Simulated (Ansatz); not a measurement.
The system is SiNi3.

```
Ni Si
1.0
     1.29280    0.74640    7.66199
    -1.29280    0.74640    7.66199
     0.00000   -1.49280    7.66199
Ni Si
3 1
Direct
  0.25473 0.25473 0.25473
  0.50000 0.50000 0.50000
  0.74527 0.74527 0.74527
  0.00000 0.00000 0.00000
```

The cell comes from a database or a generator and needn't be the stable form of this composition.

Base run:

```yaml
Program: Ansatz 0.2.0
Functional: PBEsol
Potentials_or_basis: Ansatz PAW
Cutoff: "420 eV (not typed: the program's choice for these potentials)"
k_mesh: 10 × 10 × 10
Occupations: fermi-dirac, width 0.05 eV
Spin: collinear spin, ferromagnetic start
Starting_moments: "[0.2666666667, 0.2666666667, 0.2666666667, 0.0] μB"
Fixed_moment: 0.8 μB
```

Its results: pressure -6.0 GPa; site moments Ni +0.15, +0.53; Si +0.00 μB; largest force 0.034 eV/Å.

**Question.** After a change of settings the same cell gave: pressure -5.0 GPa; site moments Ni +0.36, +0.77; Si +0.03 μB; largest force 0.101 eV/Å. Which change was it?
A. fixed moment from 0.8 μB to 3 μB; moments at the start from [0.27, 0.27, 0.27, 0.0] to [1.0, 1.0, 1.0, 0.0]
B. fixed moment from 0.8 μB to 1.5 μB; moments at the start from [0.27, 0.27, 0.27, 0.0] to [0.5, 0.5, 0.5, 0.0]
C. fixed moment from 0.8 μB to 4.5 μB; moments at the start from [0.27, 0.27, 0.27, 0.0] to [1.5, 1.5, 1.5, 0.0]
D. fixed moment from 0.8 μB to 6 μB; moments at the start from [0.27, 0.27, 0.27, 0.0] to [2.0, 2.0, 2.0, 0.0]

**Answer.** B.

Caveats: the total moment is fixed, so each spin has its own Fermi level; the PAW data sets come from PBE, with cores solved anew for the run's functional, which leaves a small shift of forces and pressure; the thresholds are loose for stress.
